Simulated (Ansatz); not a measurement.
CaF₂ (started from an entry of an open crystallographic database): a relaxation of cell and atoms in Ansatz (PBEsol). It starts from the PBE minimum.

Input (YAML):
```yaml
crystal:
  lattice:
    - [0.0, 2.7552132295, 2.7552132295]
    - [2.7552132295, 0.0, 2.7552132295]
    - [2.7552132295, 2.7552132295, 0.0]
  atoms:
    - { symbol: Ca, position: [0.0, 0.0, 0.0] }
    - { symbol: F, position: [0.25, 0.25, 0.25] }
    - { symbol: F, position: [0.75, 0.75, 0.75] }
kpoints:
  mp_grid: { grid: [8, 8, 8] }
hamiltonian:
  xc: pbesol
scf:
  occupations: { method: fermi_dirac, width: 0.02 }
relax:
  f_tol: 0.005
  cell: {}
```

Command: `ansatz run input.yaml --threads 2 --pin off --max-ram 2211MiB --backend cpu --events-out ev --progress --plain --runs-dir out`.

The log, with set-up remarks and timings taken out:
```
Functional definition: PBEsol
Crystal: 3 atoms, lattice volume = 41.831 Å³
Basis set: ecut = 420 eV, 869 PW (Γ)
Bands: 16, of which v1, the nominal top of the filled ones, is band 12 counted from 1 (11 counted from 0)
Symmetry: 48 space group operations
Space group: Fm-3m (ITA 225)
k-points: 29 of 512
preconditioner: auto → none  [insulator: Δε(μ)=6.790 eV  σ=0.020 eV  ℏωp=26.9 eV]
relax step 1: F+E_penalty+E_count = -3400.86213523 eV  P = -3.814 GPa  Ω = 41.831 Å³
relax step 2: F+E_penalty+E_count = -3400.89172904 eV  P = -0.362 GPa  Ω = 40.121 Å³
relax step 3: F+E_penalty+E_count = -3400.89259972 eV  P = +0.022 GPa  Ω = 39.950 Å³
relax step 4: F+E_penalty+E_count = -3400.88725216 eV  P = -0.286 GPa  Ω = 39.950 Å³  (SCF on a basis re-selected at this cell)
relax step 5: F+E_penalty+E_count = -3400.88786589 eV  P = +0.003 GPa  Ω = 39.823 Å³
relax step 6: F+E_penalty+E_count = -3400.88734584 eV  P = -0.014 GPa  Ω = 39.823 Å³  (SCF on a basis re-selected at this cell)
Free energy (F): -3400.887346 eV
Fermi energy:    7.070883 eV
--- Stress (GPa, compression-positive) ---
       -0.014286       0.000000       0.000000
        0.000000      -0.014286       0.000000
        0.000000       0.000000      -0.014286
  P = ⅓ Tr σ = -0.0143 GPa (-0.143 kbar)
--- Relaxed structure (4 steps of the walk, 4 accepted, 2 SCFs on fresh bases) ---
  F+E_penalty+E_count = -3400.88734584 eV
  cell:  # Å, volume = 39.8231 Å³
    - [0.000000, 2.710411, 2.710411]
    - [2.710411, 0.000000, 2.710411]
    - [2.710411, 2.710411, 0.000000]
  atoms:
    - { symbol: Ca, position: [0.000000, 0.000000, 0.000000] }
    - { symbol: F, position: [0.250000, 0.250000, 0.250000] }
    - { symbol: F, position: [0.750000, 0.750000, 0.750000] }
```

The walk took 4 steps and changed the volume by -4.8 %. The last SCF, on a fresh basis, lies 8.4 meV an atom below the first. At the end: the symmetry is Fm-3m (No. 225, cubic); a = 5.421 Å in the conventional setting, 13.27 Å³ an atom. Ca is surrounded by 8 F at 2.35 Å; F is surrounded by 4 Ca at 2.35 Å.

Calculated for a static, non-magnetic cell.
